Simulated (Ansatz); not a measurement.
**W2C (P-3m1): check of PAW against all-electron LAPW in Python**

How well does PAW follow the all-electron answer for W2C (P-3m1)? Wanted for W2C (P-3m1): a check of PAW against all-electron LAPW.

All numbers are computed with Ansatz 0.2.0 through its Python package. The levels of theory stand in the script.

## (1) The structure

Symmetry: P-3m1, No. 164, trigonal system. The conventional cell has a = 3.070 Å, b = 3.070 Å, c = 4.678 Å, α = 90.00°, β = 90.00°, γ = 120.00°. W (site symmetry 3m) is surrounded by 3 C at 2.13 Å. C (site symmetry -3m) is surrounded by 6 W at 2.13 Å.

The script holds or builds the structure itself.

## (2) The code

Input file paw_lapw_w2c.py:

```python
from dataclasses import dataclass

import ansatz as az
import numpy as np
import pandas as pd


@dataclass(frozen=True)
class RunConfig:
    kgrid: tuple[int, ...] = (12, 12, 7)
    filling: str = "gaussian"
    functional: str = "PBEsol"


settings = RunConfig()


def count_gap(report):
    # lowest empty less highest filled band, counting bands; zero where they overlap
    return max(report.get("gap_by_band_count_ev") or 0.0, 0.0)

system = (
    az.Lattice.of([3.07005, 0.0, 0.0], [-1.53502, 2.65874, 0.0], [0.0, 0.0, 4.67843])
    .atom("W", [1 / 3, 2 / 3, 0.74633])
    .atom("W", [2 / 3, 1 / 3, 0.25367])
    .atom("C", [0.0, 0.0, 0.0])
)

calculation = (
    system.calculation()
    .kpoints(*settings.kgrid)
    .occupations(settings.filling, width=100 * az.meV)
    .functional(settings.functional)
    .stress()
    .forces()
    .band_table()
)
variants = {
    "PAW": calculation.pseudopotentials("paw"),
    "LAPW": calculation.pseudopotentials("all_electron", lapw=True),
}
rows = []
for label, variant in variants.items():
    rep = variant.run().report
    levels = np.array(rep["eigenvalues_ev"][0]) - rep["fermi_energy_ev"]
    print(label, "levels at the first k-point near E_F:", np.round(levels[np.abs(levels) < 5], 3))
    rows.append((label, rep["n_electrons"], np.trace(rep["stress_gpa"]) / 3, float(np.abs(rep["forces_ev_ang"]).max()), count_gap(rep)))
print(pd.DataFrame(rows, columns=["treatment", "electrons in bands", "P GPa", "max force component eV/A", "gap by band count eV"]).round(4).to_string(index=False))
```

## (3) The run

Started as:

```sh
> python paw_lapw_w2c.py
```

What it wrote:

```text
DeckWarning: basis.ecutwfc = 420 eV, auto-derived from the records' recommended cutoffs: set by W (normal level)
PAW levels at the first k-point near E_F: [-4.001 -1.546 -1.429 -1.429 -1.14  -1.14   0.491  0.491]
LAPW levels at the first k-point near E_F: [-3.999 -1.547 -1.429 -1.429 -1.141 -1.141  0.492  0.492  1.529]
treatment  electrons in bands    P GPa  max force component eV/A  gap by band count eV
      PAW                32.0 -10.1738                    0.2600                   0.0
     LAPW                98.0 -10.1237                    0.2561                   0.0
```

(Warnings from the package without file and line.)

Wall time 4.1 min (1 thread of Arm Neoverse N1, shared host); peak memory 1.2 GiB.

## (4) The runs side by side

From the records of these 2 runs:

```
run    potentials  energy (eV/atom)  pressure (GPa)  SCF cycles  CPU time (s)
  1           paw        -6919.9468          -10.17           7           7.2
  2  all_electron      -293060.2027          -10.12          11           240
```

Energies are free energies F = E - TS of the smeared occupations. Totals hang on method, basis and potentials, so only like runs compare.

## (5) What came out

| quantity | value |
| --- | --- |
| runs compared | 2 |
| difference in pressure | 0.05 GPa |

In words: PAW gives -10.174 GPa and LAPW -10.124 GPa, 0.05 GPa apart. They took 7.2 and 237.2 s of processor time. Reading the output:
- The computed bands are complete only to about 0.5 eV above the Fermi level.
- At these settings the cell as given stands under about -10 GPa, so it isn't at this functional's equilibrium volume.
- This cell is a computed structure, which may not be the phase found in nature.
- Pressure is positive in compression; the treatments may keep other shells as core, so totals and counts of electrons can differ. Spin-orbit coupling is left out, though heavy elements are present.
